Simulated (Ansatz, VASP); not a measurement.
## Cu: VASP beside Ansatz

```
CELL_PARAMETERS angstrom
0.00000 1.78220 1.78220
1.78220 0.00000 1.78220
1.78220 1.78220 0.00000
ATOMIC_POSITIONS crystal
Cu 0.00000 0.00000 0.00000
```

Alike in both runs: functional PBEsol; k mesh 16 × 16 × 16; occupations fermi-dirac, width 0.05 eV; no spin polarisation.

Ansatz relaxed the structure, and its values are those at the end. VASP's run is a single point on that final structure, the one shown.

|  | VASP | Ansatz |
| --- | --- | --- |
| version | VASP 6.6.1 | Ansatz 0.2.0 |
| potentials or method | VASP PAW PBE potentials, release 64 (Cu), cutoff 520 eV | all-electron LAPW, scalar-relativistic |

|  | VASP | Ansatz | Ansatz less VASP |
| --- | --- | --- | --- |
| pressure (GPa) | 0.7 | 0.0 | -0.70 |

Ansatz ran all-electron here, so the differences hold the error of VASP's frozen core and of both bases.

Caveats: the PAW data sets were made with another functional, which shifts forces and pressure a little (VASP).
